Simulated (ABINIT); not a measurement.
Wanted: the native input for an ABINIT 10.8.3 (patched build) run.

```yaml
Task: projected density of states
Functional: LDA
Potentials_or_basis: JTH PAW PBE v2.0
Cutoff: 707 eV
k_mesh: 9 × 9 × 9
Occupations: fermi-dirac, width 0.05 eV
Spin: collinear spin, ferromagnetic start
Starting_moments: "[2.0, 0.0] μB"
Hubbard_terms: Co d U = 0 eV
Double_counting_usepawu: 1
k_mesh_for_the_DOS: 13 × 13 × 13
Fine-grid_cutoff: 1306.15 eV
```

CoO:

```
Co O
1.0
     0.00000    2.13150    2.13150
     2.13150    0.00000    2.13150
     2.13150    2.13150    0.00000
Co O
1 1
Cartesian
  0.0000 0.0000 0.0000
  2.1315 2.1315 2.1315
```

These files were run (other wordings do the same):

run.abi

```
# Datasets: ground state, then fixed potential
ndtset 2

# Pseudopotentials
pp_dirpath "./"
pseudos "Co.GGA_PBE-JTH.xml, O.GGA_PBE-JTH.xml"

# Structure
acell 3*1.0
rprim
     0.0000000000     4.0279512346     4.0279512346
     4.0279512346     0.0000000000     4.0279512346
     4.0279512346     4.0279512346     0.0000000000
ntypat 2
znucl 27 8
natom 2
typat 1 2
xred
     0.0000000000     0.0000000000     0.0000000000
     0.5000000000     0.5000000000     0.5000000000

# Plane-wave basis
ecut 26.0
pawecutdg 48.0

# Exchange and correlation
ixc 7

# Bands and occupations
occopt 3
tsmear 0.00183747

# Spin
nsppol 2
spinat
     0.0000000000     0.0000000000     2.0000000000
     0.0000000000     0.0000000000     0.0000000000

# DFT+U
usepawu 1
lpawu 2 -1
upawu 0.0 0.0 eV
jpawu 0.0 0.0 eV

# SCF cycle
nstep 100

# Output
iomode 3
prtwf 0
prteig 0
prtebands 0
enunit 1
prtden1 1
prtvha1 1
prtvclmb1 1
prtpot1 1

# Dataset 1
kptopt1 1
ngkpt1 9 9 9
nshiftk1 1
shiftk1 0.0 0.0 0.0
nband1 16
tolvrs1 1.0e-9

# Dataset 2: density of states
iscf2 -3
getden2 1
nband2 20
nbdbuf2 4
tolwfr2 1.0e-10
kptopt2 1
ngkpt2 13 13 13
nshiftk2 1
shiftk2 0.0 0.0 0.0
prtdos2 3
dosdeltae2 0.02 eV
natsph 2
iatsph 1 2
```

Potentials or basis: JTH PAW PBE v2.0.

The run is started by

```sh
$ abinit run.abi > log 2>&1
```

It gave:

The pressure is -19.3 GPa. The band gap on the k mesh is none (metal or under the smearing width), the net moment is 2.85 μB per cell and the site moments are Co +2.48; O +0.29 μB. The valence electrons inside the program's atomic spheres are Co 15.29; O 4.47.

Caveat: the PAW data sets were made with another functional, which shifts forces and pressure a little; a cell with one magnetic atom can't hold antiferromagnetic order, which such compounds often take.

Wall time 3.8 min on 1 thread of Arm Neoverse V1, with other jobs on the host, peak memory 0.14 GiB.
